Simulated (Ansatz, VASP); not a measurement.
ZrO2: VASP beside Ansatz

File INCAR:

```
SYSTEM = ZrO2
PREC = Accurate
ENCUT = 520
EDIFF = 1E-7
ISMEAR = -1
SIGMA = 0.05
LREAL = .False.
LASPH = .True.
NELM = 60
ALGO = Normal
ISIF = 2
LWAVE = .False.
LCHARG = .False.
GGA = PE
NBANDS = 19
```

KPOINTS

```
regular mesh
0
Gamma
  9 9 9
  0 0 0
```

Contents of POSCAR:

```
ZrO2
1.0
    0.0000000000      2.4931178683      2.4931178683
    2.4931178683      0.0000000000      2.4931178683
    2.4931178683      2.4931178683      0.0000000000
Zr O
1 2
Direct
    0.0000000000      0.0000000000      0.0000000000
    0.7500000000      0.7500000000      0.7500000000
    0.2500000000      0.2500000000      0.2500000000
```

The input input.yaml:

```yaml
crystal:
  lattice:
    - [0.0, 2.4931178683, 2.4931178683]
    - [2.4931178683, 0.0, 2.4931178683]
    - [2.4931178683, 2.4931178683, 0.0]
  atoms:
    - { symbol: Zr, position: [0.0, 0.0, 0.0] }
    - { symbol: O, position: [0.75, 0.75, 0.75] }
    - { symbol: O, position: [0.25, 0.25, 0.25] }
hamiltonian:
  xc: pbe
  pseudopotentials: { kind: paw }
kpoints:
  mp_grid: { grid: [9, 9, 9] }
scf:
  occupations: { method: fermi_dirac, width: 0.05 }
output:
  forces: true
  stress: true
  eigenvalues: true
```

Change from the starting cell: volume scaled by 0.94.

Alike in both runs: task single point; functional PBE; k mesh 9 × 9 × 9; occupations fermi-dirac, width 0.05 eV; no spin polarisation.

|  | VASP | Ansatz |
| --- | --- | --- |
| version | VASP 6.6.1 | Ansatz 0.2.0 |
| potentials or method | VASP PAW PBE potentials, release 64 (Zr_sv, O) | Ansatz PAW |
| plane-wave cutoff (eV) | 520 | 420 |
| valence electrons in the cell | 24 | 24 |

|  | VASP | Ansatz | Ansatz less VASP |
| --- | --- | --- | --- |
| gap on the k mesh at the Fermi level (eV) | 3.57 | 3.58 | +0.009 |
| least direct gap on the mesh (eV) | 4.07 | 4.08 | +0.010 |
| pressure (GPa) | 21.8 | 21.4 | -0.41 |

Caveats: an odd mesh through Γ misses points on the zone boundary, where band edges often lie (VASP); odd divisions of the mesh miss points on the zone boundary, where band edges often lie, so the gap on the mesh can be too wide (Ansatz); the pressure holds a Pulay correction of +0.8 GPa for the finite cutoff (Ansatz).
